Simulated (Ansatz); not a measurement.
Runs of Ansatz 0.2.0 on Ge. It takes space group P6_3mc (No. 186, hexagonal). Conventional cell: a = 4.050 Å, b = 4.050 Å, c = 10.993 Å, α = 90.00°, β = 90.00°, γ = 120.00°. Ge (site symmetry 3m) is surrounded by 3 Ge at 2.44 Å. Ge (site symmetry 3m) has 3 Ge at 2.44 Å as nearest neighbours. This isn't the form of Ge at room conditions, which is diamond.

```csv
task,level,potentials or basis,spin,k mesh,cutoff (eV),pressure (GPa),largest force (eV/Å)
band structure,LDA,"all-electron LAPW, scalar-relativistic",off,8 × 8 × 3,296,(a),0.27
phonons,PBEsol,"all-electron LAPW, scalar-relativistic",off,8 × 8 × 3,319,-,0.17
band structure,PBEsol,"all-electron LAPW, scalar-relativistic",off,6 × 6 × 2,296,-1.5,0.16
band structure,PBEsol,"all-electron LAPW, non-relativistic",off,8 × 8 × 3,295,-1.5,0.25
band structure,PBEsol,"all-electron LAPW, relativistic spinors","SOC, no magnetisation",6 × 6 × 2,296,(b),0.16
```

Alike in all rows: cell as given; smearing fermi-dirac 0.05 eV; basis error allowed 0.002 eV/atom.

Task: Fill in the values left out.

Result: (a) -2.5; (b) -1.6.

Caveats: some modes are imaginary (some runs); the k mesh is thin for a metal, which can move the energy by tens of meV per atom (some runs); relativity is left out, which matters for the heavier elements (some runs).

Not every run made on this cell is shown here.
